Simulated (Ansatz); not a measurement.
# CuO: the cost of one run

Method: DFT PBE, scalar-relativistic, plane waves, PAW, in Ansatz 0.2.0.

1 further run of the same task is left out (it didn't finish).

## 1. The starting structure

It takes space group Cccm (No. 66, orthorhombic). The conventional cell has a = 3.982 Å, b = 4.307 Å, c = 5.156 Å, α = 90.00°, β = 90.00°, γ = 90.00°. Cu (site symmetry 2/m) is surrounded by 4 O at 1.95 Å. Around O (site symmetry 222) lie 4 Cu at 1.95 Å.

Structure file:

```xyz
64
Lattice="-7.9639 0.0000 0.0000 0.0000 -8.6142 0.0000 3.9819 4.3071 10.3119" Properties=species:S:1:pos:R:3 pbc="T T T"
Cu   -4.9774   -1.0768    5.1559
Cu   -2.9865    1.0768    5.1559
Cu   -6.9684   -3.2303    0.0000
Cu   -4.9774   -1.0768    0.0000
Cu   -6.9684   -7.5374    0.0000
Cu   -0.9955   -1.0768    5.1559
Cu   -4.9774   -5.3839    0.0000
Cu   -4.9774   -5.3839    5.1559
Cu    0.9955    1.0768    5.1559
Cu   -2.9865   -3.2303    0.0000
Cu   -2.9865   -3.2303    5.1559
Cu   -0.9955   -1.0768    0.0000
Cu   -2.9865   -7.5374    0.0000
Cu   -0.9955   -5.3839    0.0000
Cu   -0.9955   -5.3839    5.1559
Cu    0.9955   -3.2303    5.1559
Cu    0.9955   -1.0768    2.5780
Cu   -4.9774    1.0768    2.5780
Cu    2.9865    1.0768    7.7339
Cu   -2.9865    3.2303    7.7339
Cu    2.9865   -3.2303    7.7339
Cu   -2.9865   -1.0768    2.5780
Cu   -2.9865   -1.0768    7.7339
Cu    0.9955   -5.3839    2.5780
Cu   -0.9955    1.0768    2.5780
Cu   -0.9955    1.0768    7.7339
Cu   -4.9774   -3.2303    2.5780
Cu    0.9955    3.2303    7.7339
Cu   -0.9955   -3.2303    7.7339
Cu    0.9955   -1.0768    7.7339
Cu   -2.9865   -5.3839    2.5780
Cu   -0.9955   -3.2303    2.5780
O    -5.9729    0.0000    1.2890
O    -3.9819    2.1536    6.4449
O    -3.9819   -2.1536    6.4449
O    -1.9910    0.0000    1.2890
O    -1.9910    0.0000    6.4449
O    -5.9729   -4.3071    1.2890
O     0.0000    2.1536    6.4449
O    -3.9819   -2.1536    1.2890
O     0.0000   -2.1536    6.4449
O    -3.9819   -6.4607    1.2890
O     1.9910    0.0000    6.4449
O    -1.9910   -4.3071    1.2890
O    -1.9910   -4.3071    6.4449
O     0.0000   -2.1536    1.2890
O     0.0000   -6.4607    1.2890
O     1.9910   -4.3071    6.4449
O    -5.9729    0.0000    3.8669
O    -3.9819    2.1536    9.0229
O    -3.9819   -2.1536    9.0229
O    -1.9910    0.0000    3.8669
O    -1.9910    0.0000    9.0229
O    -5.9729   -4.3071    3.8669
O     0.0000    2.1536    9.0229
O    -3.9819   -2.1536    3.8669
O     0.0000   -2.1536    9.0229
O    -3.9819   -6.4606    3.8669
O     1.9910    0.0000    9.0229
O    -1.9910   -4.3071    3.8669
O    -1.9910   -4.3071    9.0229
O     0.0000   -2.1536    3.8669
O     0.0000   -6.4606    3.8669
O     1.9910   -4.3071    9.0229
```

The runs take a perfect supercell of 64 atoms; the defect goes to fractional position (0.750, 0.250, 0.250).

## 2. The perfect supercell

input.yaml

```yaml
crystal:
  lattice:
    - [-7.963872, 0.0, 0.0]
    - [0.0, -8.6142, 0.0]
    - [3.981936, 4.3071, 10.311856]
  atoms:
    - { symbol: Cu, position: [0.875, 0.375, 0.5] }
    - { symbol: Cu, position: [0.625, 0.125, 0.5] }
    - { symbol: Cu, position: [0.875, 0.375, 0.0] }
    - { symbol: Cu, position: [0.625, 0.125, 0.0] }
    - { symbol: Cu, position: [0.875, 0.875, 0.0] }
    - { symbol: Cu, position: [0.375, 0.375, 0.5] }
    - { symbol: Cu, position: [0.625, 0.625, 0.0] }
    - { symbol: Cu, position: [0.875, 0.875, 0.5] }
    - { symbol: Cu, position: [0.125, 0.125, 0.5] }
    - { symbol: Cu, position: [0.375, 0.375, 0.0] }
    - { symbol: Cu, position: [0.625, 0.625, 0.5] }
    - { symbol: Cu, position: [0.125, 0.125, 0.0] }
    - { symbol: Cu, position: [0.375, 0.875, 0.0] }
    - { symbol: Cu, position: [0.125, 0.625, 0.0] }
    - { symbol: Cu, position: [0.375, 0.875, 0.5] }
    - { symbol: Cu, position: [0.125, 0.625, 0.5] }
    - { symbol: Cu, position: [0.0, 0.25, 0.25] }
    - { symbol: Cu, position: [0.75, 0.0, 0.25] }
    - { symbol: Cu, position: [0.0, 0.25, 0.75] }
    - { symbol: Cu, position: [0.75, 0.0, 0.75] }
    - { symbol: Cu, position: [0.0, 0.75, 0.75] }
    - { symbol: Cu, position: [0.5, 0.25, 0.25] }
    - { symbol: Cu, position: [0.75, 0.5, 0.75] }
    - { symbol: Cu, position: [0.0, 0.75, 0.25] }
    - { symbol: Cu, position: [0.25, 0.0, 0.25] }
    - { symbol: Cu, position: [0.5, 0.25, 0.75] }
    - { symbol: Cu, position: [0.75, 0.5, 0.25] }
    - { symbol: Cu, position: [0.25, 0.0, 0.75] }
    - { symbol: Cu, position: [0.5, 0.75, 0.75] }
    - { symbol: Cu, position: [0.25, 0.5, 0.75] }
    - { symbol: Cu, position: [0.5, 0.75, 0.25] }
    - { symbol: Cu, position: [0.25, 0.5, 0.25] }
    - { symbol: O, position: [0.8125, 0.0625, 0.125] }
    - { symbol: O, position: [0.8125, 0.0625, 0.625] }
    - { symbol: O, position: [0.8125, 0.5625, 0.625] }
    - { symbol: O, position: [0.3125, 0.0625, 0.125] }
    - { symbol: O, position: [0.5625, 0.3125, 0.625] }
    - { symbol: O, position: [0.8125, 0.5625, 0.125] }
    - { symbol: O, position: [0.3125, 0.0625, 0.625] }
    - { symbol: O, position: [0.5625, 0.3125, 0.125] }
    - { symbol: O, position: [0.3125, 0.5625, 0.625] }
    - { symbol: O, position: [0.5625, 0.8125, 0.125] }
    - { symbol: O, position: [0.0625, 0.3125, 0.625] }
    - { symbol: O, position: [0.3125, 0.5625, 0.125] }
    - { symbol: O, position: [0.5625, 0.8125, 0.625] }
    - { symbol: O, position: [0.0625, 0.3125, 0.125] }
    - { symbol: O, position: [0.0625, 0.8125, 0.125] }
    - { symbol: O, position: [0.0625, 0.8125, 0.625] }
    - { symbol: O, position: [0.9375, 0.1875, 0.375] }
    - { symbol: O, position: [0.9375, 0.1875, 0.875] }
    - { symbol: O, position: [0.9375, 0.6875, 0.875] }
    - { symbol: O, position: [0.4375, 0.1875, 0.375] }
    - { symbol: O, position: [0.6875, 0.4375, 0.875] }
    - { symbol: O, position: [0.9375, 0.6875, 0.375] }
    - { symbol: O, position: [0.4375, 0.1875, 0.875] }
    - { symbol: O, position: [0.6875, 0.4375, 0.375] }
    - { symbol: O, position: [0.4375, 0.6875, 0.875] }
    - { symbol: O, position: [0.6875, 0.9375, 0.375] }
    - { symbol: O, position: [0.1875, 0.4375, 0.875] }
    - { symbol: O, position: [0.4375, 0.6875, 0.375] }
    - { symbol: O, position: [0.6875, 0.9375, 0.875] }
    - { symbol: O, position: [0.1875, 0.4375, 0.375] }
    - { symbol: O, position: [0.1875, 0.9375, 0.375] }
    - { symbol: O, position: [0.1875, 0.9375, 0.875] }
basis:
  ecutwfc: 420
  fft_grid_basis: typed
kpoints:
  mp_grid: { grid: [2, 2, 2] }
hamiltonian:
  xc: pbe
  pseudopotentials: { kind: paw }
scf:
  occupations: { method: gaussian, width: 0.05 }
output:
  forces: true
  stress: false
  eigenvalues: true
  bader: false
  write_density: true
  volumetric_format: npy
```

Run with:

```sh
$ ansatz run input.yaml --threads 8 --pin off --max-ram 16384MiB --backend cpu --events-out ev --progress --plain --runs-dir out
```

Q: Estimate wall time and peak memory on 8 threads of Arm Neoverse V2, shared host.

About 16 s, with a peak of 6.9 GiB.
